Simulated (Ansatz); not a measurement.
## KF (Fm-3m): G0W0 and the choice of datasets

```
K F
1.0
     0.00000    2.63000    2.63000
     2.63000    0.00000    2.63000
     2.63000    2.63000    0.00000
K F
1 1
Cartesian
  0.0000 0.0000 0.0000
  2.6300 2.6300 2.6300
```

Held fixed (Ansatz):

```
orbitals        : PBE
k mesh          : 4×4×4
empty bands     : 234
response cutoff : 200 eV
frequencies     : contour deformation
q → 0 term      : analytic weight of Carrier, Rohra and Görling
band sums       : cut at the band count
```

The gap is read direct at Γ, linearised, between the Kohn-Sham band edges among the points solved. The direct gap is read between the top filled and lowest empty Kohn-Sham band at Γ. ε∞ is the electronic dielectric constant on this mesh.

| datasets, wave cutoff | KS gap (eV) | G0W0 gap (eV) | direct at Γ (eV) | ε∞ |
| --- | --- | --- | --- | --- |
| all-electron, 3300 eV | 6.43 | 10.04 | 10.04 | 1.9 |
| hard PAW, 700 eV | 6.43 | 10.04 | 10.04 | 1.9 |
| hand-made PAW, accurate, 1300 eV | 6.43 | ? | ? | ? |
| hand-made PAW, 1050 eV | 6.43 | 10.04 | 10.04 | 1.9 |
| JTH PAW, 700 eV | 6.43 | 9.84 | 9.84 | 1.9 |
| soft PAW (1st gen.), 420 eV | 6.44 | 9.99 | 9.99 | 1.9 |
| norm-conserving, 1320 eV | 6.43 | 9.85 | 9.85 | 1.9 |
| all-electron, no relativity, 3300 eV | 6.51 | 10.12 | 10.12 | 1.9 |

Fill in the row for hand-made PAW, accurate, 1300 eV.

G0W0 gap 10.04 eV, direct at Γ 10.04 eV, ε∞ 1.9.

The cell is a model at fixed atoms and needn't be the relaxed known crystal. Soft PAW datasets can miss an all-electron G0W0 gap by more than 5 %. With norm-conserving pseudopotentials the core–valence exchange is only approximate, which can shift gaps by tenths of an eV and RPA lattice constants by most of a per cent. The mesh is coarse, so these are values at the stated settings, not converged ones. Band sums or response are cut, so the gap isn't at its basis limit.
